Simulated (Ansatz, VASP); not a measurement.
# Two plane-wave programs on BN

```
CELL_PARAMETERS angstrom
2.50245 0.00000 0.00000
-1.25123 2.16719 0.00000
0.00000 0.00000 4.24048
ATOMIC_POSITIONS crystal
B 0.33333 0.66667 0.00005
B 0.66667 0.33333 0.50005
N 0.33333 0.66667 0.37395
N 0.66667 0.33333 0.87395
```

Change from the starting cell: strained cell.

Alike in both runs: functional PBEsol; k mesh 9 × 9 × 6; occupations gaussian, width 0.02 eV; no spin polarisation.

Ansatz relaxed the structure, and its values are those at the end. VASP's run is a single point on that final structure, the one shown.

|  | VASP | Ansatz |
| --- | --- | --- |
| version | VASP 6.6.1 | Ansatz 0.2.0 |
| potentials or method | VASP PAW PBE potentials, release 64 (B, N) | scalar-relativistic, plane waves, PAW |
| plane-wave cutoff (eV) | 520 | 420 |
| valence electrons in the cell | 16 | 16 |

```tsv
	VASP	Ansatz	Ansatz less VASP
gap on the k mesh at the Fermi level (eV)	4.78	4.79	+0.011
least direct gap on the mesh (eV)	7.90	7.89	-0.002
pressure (GPa)	9.6	8.7	-0.92
rms of the force components (eV/Å)	0.007	0.000	-0.0071
```

Ansatz warned: «pseudo_functional_mismatch».

Caveats: the PAW data sets were made with another functional, which shifts forces and pressure a little (VASP); an odd mesh through Γ misses points on the zone boundary, where band edges often lie.
